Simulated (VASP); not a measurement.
# GaAs from a squeezed to a stretched cell, part 2 of 2

Aim: follow GaAs from a squeezed to a stretched cell. The starting structure is a measured crystal structure from the Crystallography Open Database. All runs use LDA. The equilibrium cell comes from relaxations that aren't shown. At each volume, shape and positions are relaxed as far as symmetry leaves them free.

VASP 6.6.1.

Results so far: the equilibrium volume 0.0 GPa; 0.96 of the equilibrium volume 3.4 GPa; 1.04 of the equilibrium volume -2.7 GPa; 0.92 of the equilibrium volume 7.6 GPa; 0.98 of the equilibrium volume 1.6 GPa.

### Step 7. Relaxation at 1.02 of the equilibrium volume

Level of this step: LDA; plane waves and PAW (As, Ga_d) (VASP).

File INCAR:

```
SYSTEM = GaAs
PREC = Accurate
ENCUT = 500
EDIFF = 1E-07
NELM = 100
ISMEAR = 0
SIGMA = 0.03
LREAL = .FALSE.
ALGO = Normal
GGA = CA
NBANDS = 15
LORBIT = 11
LWAVE = .FALSE.
LCHARG = .FALSE.
KPAR = 4
IBRION = 2
NSW = 50
ISIF = 4
EDIFFG = -0.003
```

File POSCAR:

```
GaAs
1.0
    0.0000000000      2.8237033692      2.8237033692
    2.8237033692      0.0000000000      2.8237033692
    2.8237033692      2.8237033692      0.0000000000
As Ga
1 1
Direct
    0.7500000000      0.7500000000      0.7500000000
    0.0000000000      0.0000000000      0.0000000000
```

File KPOINTS:

```
Automatic mesh
0
Gamma
6 6 6
0 0 0
```

The projector-augmented-wave data sets are As and Ga_d (LDA family, release 64).

Run with:

```sh
$ mpirun -np 4 vasp_std
```

Log:

```text
[... set-up lines as in an earlier step ...]
 entering main loop
       N       E                     dE             d eps       ncg     rms          rms(c)
DAV:   1     0.810952757938E+02    0.81095E+02   -0.90183E+03   495   0.161E+03
DAV:   2    -0.290493324383E+01   -0.84000E+02   -0.81023E+02   536   0.315E+02
DAV:   3    -0.973442672081E+01   -0.68295E+01   -0.67972E+01   620   0.712E+01
DAV:   4    -0.984246989278E+01   -0.10804E+00   -0.10802E+00   522   0.986E+00
[...]
DAV:  11    -0.961102101598E+01   -0.52053E-05   -0.70517E-06   564   0.427E-02    0.232E-03
DAV:  12    -0.961102088928E+01    0.12670E-06   -0.51689E-07   606   0.106E-02    0.188E-03
DAV:  13    -0.961102089131E+01   -0.20318E-08   -0.78374E-08   429   0.229E-03
   1 F= -.96110209E+01 E0= -.96110209E+01  d E =-.961102E+01
[...]
reached required accuracy - stopping structural energy minimisation
```

The job ended after 4 s (4 MPI ranks of Intel Xeon 6975P-C (Granite Rapids), shared host; peak memory 0.55 GiB; 13 s of CPU time).

From OUTCAR (step 7):

```text
  Total       -0.3992402     -0.3992402     -0.3992402     -0.0000000      0.0000000     -0.0000000
  in kB      -14.2055357    -14.2055357    -14.2055357     -0.0000000      0.0000000     -0.0000000
  external PRESSURE =     -14.2055357 kB  Pullay stress =       0.0000000 kB

 POSITION                                       TOTAL-FORCE (eV/Angst)
 -----------------------------------------------------------------------------------
      4.23556      4.23556      4.23556        -0.000000     -0.000000     -0.000000
      0.00000      0.00000      0.00000         0.000000      0.000000      0.000000
 -----------------------------------------------------------------------------------
    total drift:                                0.000000      0.000000      0.000000

  FREE ENERGIE OF THE ION-ELECTRON SYSTEM (eV)
  ---------------------------------------------------
  free  energy   TOTEN  =        -9.6110208913 eV

  energy  without entropy=       -9.6110208913  energy(sigma->0) =       -9.61102089

[... 2 parts as in an earlier step ...]

[... 2 further parts left out ...]
[key lines of the parts left out:]
E-fermi :   4.0495
```

1.02 of the equilibrium volume: 22.514 Å³ an atom and a pressure of -1.42 GPa, and 0.353 eV of gap on the mesh. Further runs on this cell, not shown, give the modes T2 262.7 cm⁻¹.

### Step 8. Relaxation at 0.9 of the equilibrium volume

INCAR is that of step 7.

File POSCAR:

```
GaAs
1.0
    0.0000000000      2.7083192167      2.7083192167
    2.7083192167      0.0000000000      2.7083192167
    2.7083192167      2.7083192167      0.0000000000
As Ga
1 1
Direct
    0.7500000000      0.7500000000      0.7500000000
    0.0000000000      0.0000000000      0.0000000000
```

KPOINTS is that of step 7.

Run with:

```sh
$ mpirun -np 4 vasp_std
```

Log:

```text
[... set-up lines as in an earlier step ...]
 entering main loop
       N       E                     dE             d eps       ncg     rms          rms(c)
DAV:   1     0.796002223717E+02    0.79600E+02   -0.90815E+03   512   0.168E+03
DAV:   2    -0.365768640645E+01   -0.83258E+02   -0.79284E+02   536   0.314E+02
DAV:   3    -0.968224998229E+01   -0.60246E+01   -0.60022E+01   564   0.686E+01
DAV:   4    -0.977143427592E+01   -0.89184E-01   -0.89172E-01   557   0.907E+00
[...]
DAV:  11    -0.948913625304E+01   -0.45434E-05   -0.82464E-06   579   0.447E-02    0.405E-03
DAV:  12    -0.948913608130E+01    0.17174E-06   -0.71964E-07   647   0.135E-02    0.273E-03
DAV:  13    -0.948913607975E+01    0.15516E-08   -0.71844E-08   408   0.286E-03
   1 F= -.94891361E+01 E0= -.94891361E+01  d E =-.948914E+01
[...]
reached required accuracy - stopping structural energy minimisation
```

Elapsed: 3 s, on 4 MPI ranks; peak memory 0.53 GiB; 8.9 s of CPU time.

OUTCAR, selected parts (step 8):

```text
  Total        2.4914799      2.4914799      2.4914799     -0.0000000     -0.0000000     -0.0000000
  in kB      100.4704658    100.4704658    100.4704658     -0.0000000     -0.0000000     -0.0000000
  external PRESSURE =     100.4704658 kB  Pullay stress =       0.0000000 kB

 POSITION                                       TOTAL-FORCE (eV/Angst)
 -----------------------------------------------------------------------------------
      4.06248      4.06248      4.06248        -0.000000     -0.000000      0.000000
      0.00000      0.00000      0.00000         0.000000      0.000000     -0.000000
 -----------------------------------------------------------------------------------
    total drift:                               -0.000001     -0.000001     -0.000001

  FREE ENERGIE OF THE ION-ELECTRON SYSTEM (eV)
  ---------------------------------------------------
  free  energy   TOTEN  =        -9.4891360798 eV

  energy  without entropy=       -9.4891360798  energy(sigma->0) =       -9.48913608

[... 2 parts as in an earlier step ...]

[... 2 further parts left out ...]
[key lines of the parts left out:]
E-fermi :   5.2908
```

0.9 of the equilibrium volume: 19.866 Å³ an atom and a pressure of 10.05 GPa, and 1.073 eV of gap on the mesh. Further runs on this cell, not shown, give the modes T2 305.8 cm⁻¹.

### Step 9. Relaxation at 1.06 of the equilibrium volume

INCAR is that of step 8.

File POSCAR:

```
GaAs
1.0
    0.0000000000      2.8601422704      2.8601422704
    2.8601422704      0.0000000000      2.8601422704
    2.8601422704      2.8601422704      0.0000000000
As Ga
1 1
Direct
    0.7500000000      0.7500000000      0.7500000000
    0.0000000000      0.0000000000      0.0000000000
```

KPOINTS is that of step 8.

Run with:

```sh
$ mpirun -np 4 vasp_std
```

Log:

```text
[... set-up lines as in an earlier step ...]
 entering main loop
       N       E                     dE             d eps       ncg     rms          rms(c)
DAV:   1     0.776242165264E+02    0.77624E+02   -0.87636E+03   488   0.155E+03
DAV:   2    -0.375208300082E+01   -0.81376E+02   -0.77938E+02   515   0.296E+02
DAV:   3    -0.971199125446E+01   -0.59599E+01   -0.59390E+01   599   0.673E+01
DAV:   4    -0.980139421681E+01   -0.89403E-01   -0.89389E-01   574   0.923E+00
[...]
DAV:  11    -0.958181781664E+01   -0.54268E-05   -0.70639E-06   550   0.425E-02    0.209E-03
DAV:  12    -0.958181770026E+01    0.11638E-06   -0.50309E-07   613   0.986E-03    0.171E-03
DAV:  13    -0.958181770099E+01   -0.72805E-09   -0.78640E-08   401   0.222E-03
   1 F= -.95818177E+01 E0= -.95817811E+01  d E =-.958182E+01
[...]
reached required accuracy - stopping structural energy minimisation
```

Wall time 3.8 s (4 MPI ranks); peak memory 0.57 GiB.

From OUTCAR (step 9):

```text
  Total       -1.1063440     -1.1063440     -1.1063440      0.0000000      0.0000000      0.0000000
  in kB      -37.8798162    -37.8798162    -37.8798162      0.0000000      0.0000000      0.0000000
  external PRESSURE =     -37.8798162 kB  Pullay stress =       0.0000000 kB

 POSITION                                       TOTAL-FORCE (eV/Angst)
 -----------------------------------------------------------------------------------
      4.29021      4.29021      4.29021        -0.000000     -0.000000     -0.000000
      0.00000      0.00000      0.00000         0.000000      0.000000      0.000000
 -----------------------------------------------------------------------------------
    total drift:                               -0.000000     -0.000000     -0.000000

  FREE ENERGIE OF THE ION-ELECTRON SYSTEM (eV)
  ---------------------------------------------------
  free  energy   TOTEN  =        -9.5818177010 eV

  energy  without entropy=       -9.5817445980  energy(sigma->0) =       -9.58178115

[... 2 parts as in an earlier step ...]

[... 2 further parts left out ...]
[key lines of the parts left out:]
E-fermi :   3.5218
```

1.06 of the equilibrium volume: 23.397 Å³ an atom and a pressure of -3.79 GPa, and 0.068 eV of gap on the mesh. Further runs on this cell, not shown, give the modes T2 249.5 cm⁻¹.

### Step 10. Comparison

| run | volume (Å³/atom) | pressure (GPa) | gap on the mesh (eV) | T2 | core minutes |
| --- | --- | --- | --- | --- | --- |
| 0.9 of the equilibrium volume | 19.866 | 10.05 | 1.073 | 305.8 | 0.2 |
| 0.92 of the equilibrium volume | 20.307 | 7.56 | 1.122 | 298.0 | 0.187 |
| 0.96 of the equilibrium volume | 21.19 | 3.36 | 0.819 | 283.1 | 0.253 |
| 0.98 of the equilibrium volume | 21.631 | 1.58 | 0.658 | 276.2 | 0.253 |
| the equilibrium volume | 22.073 | 0.0 | 0.503 | 269.7 | 0.28 |
| 1.02 of the equilibrium volume | 22.514 | -1.42 | 0.353 | 262.7 | 0.267 |
| 1.04 of the equilibrium volume | 22.956 | -2.68 | 0.208 | 256.1 | 0.333 |
| 1.06 of the equilibrium volume | 23.397 | -3.79 | 0.068 | 249.5 | 0.253 |

Modes are in cm⁻¹ and matched by symmetry and order, imaginary ones as negative numbers. A number in brackets counts the listed modes of one symmetry from the lowest. The symmetry labels come from an automatic analysis and can be wrong where levels nearly coincide. Core minutes are wall time times ranks of the run shown, on a shared host.

### Step 11. Outcome

| Property | Result |
| --- | --- |
| pressure at 0.9 of the equilibrium volume | 10.05 GPa |
| pressure at 0.92 of the equilibrium volume | 7.56 GPa |
| pressure at 0.96 of the equilibrium volume | 3.36 GPa |
| pressure at 0.98 of the equilibrium volume | 1.58 GPa |
| pressure at the equilibrium volume | 0.00 GPa |
| pressure at 1.02 of the equilibrium volume | -1.42 GPa |
| pressure at 1.04 of the equilibrium volume | -2.68 GPa |
| pressure at 1.06 of the equilibrium volume | -3.79 GPa |

**Reading.** Between 0.9 of the equilibrium volume and 1.06 of the equilibrium volume the pressure on GaAs goes from 10.0 to -3.8 GPa. The gap on the mesh doesn't change in one direction: 1.07, 1.12, 0.82, 0.66, 0.50, 0.35, 0.21, 0.07 eV. Semilocal functionals give gaps that are too small, spin-orbit coupling is left out, and the mesh may miss the true band edges, by more at some strains than at others. Where bands change their order, the gap's trend can turn. The T2 mode goes from 306 to 249 cm⁻¹, a mean mode Grüneisen parameter of 1.2. The frequencies are harmonic, and the splitting of polar modes by their long-range field is left out. Further runs on this material are not shown.

[Lines on the potential files, build, host, timing and source positions are cut from VASP's logs without a mark.]

[Logs are printed without paths, hosts, clocks, repeated set-up lines and the standing remarks that a program may print on its own settings, such as how far it seeks lower states.]

[Hosts, paths, dates, database ids (printed as entryN), source tags and the programs' standing remarks are cut or masked in the printed files.]
